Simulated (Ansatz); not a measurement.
Crystal: Rb, diamond type, 2 atoms in the cell.

These are results of Ansatz 0.2.0 development build, PBE, plane waves, PAW datasets (generated soft set 1), not measurements.

Cutoff 420 eV; k-mesh 9×9×9 Γ-centred; Fermi–Dirac smearing of 0.0612 eV; no spin polarisation.

The fit to the energies gives V₀ = 141.343 Å³/atom (a₀ = 10.418 Å), B₀ = 1.0 GPa, B₀′ = 3.28.

Problem. What pressure does the program print at V = 150.047 Å³/atom, and how far above the lowest computed point (V = 141.554 Å³/atom) does the energy lie?

Solution. -0.05 GPa and 1.47 meV/atom. All points:

| V (Å³/atom) | a (Å) | E − E(min) (meV/atom) | P (GPa) |
| --- | --- | --- | --- |
| 135.892 | 10.2824 | 0.66 | 0.04 |
| 138.723 | 10.3533 | 0.15 | 0.02 |
| 141.554 | 10.4233 | 0.00 | 0.00 |
| 144.385 | 10.4923 | 0.19 | -0.02 |
| 147.216 | 10.5604 | 0.69 | -0.04 |
| 150.047 | 10.6277 | 1.47 | -0.05 |

The published all-electron PBE values for this crystal (mean of FLEUR and WIEN2k, k-spacing 0.06 Å⁻¹; Bosoni et al., Nat. Rev. Phys. 6, 45 (2024)) are V₀ = 141.378 Å³/atom, B₀ = 1.0 GPa, B₀′ = 3.31. This run's mesh is coarser (spacing 0.12 Å⁻¹), so part of any difference comes from k-sampling.

This cubic structure is a model: it isn't the usual form of the substance at ambient conditions, and such phases are metastable or hypothetical.
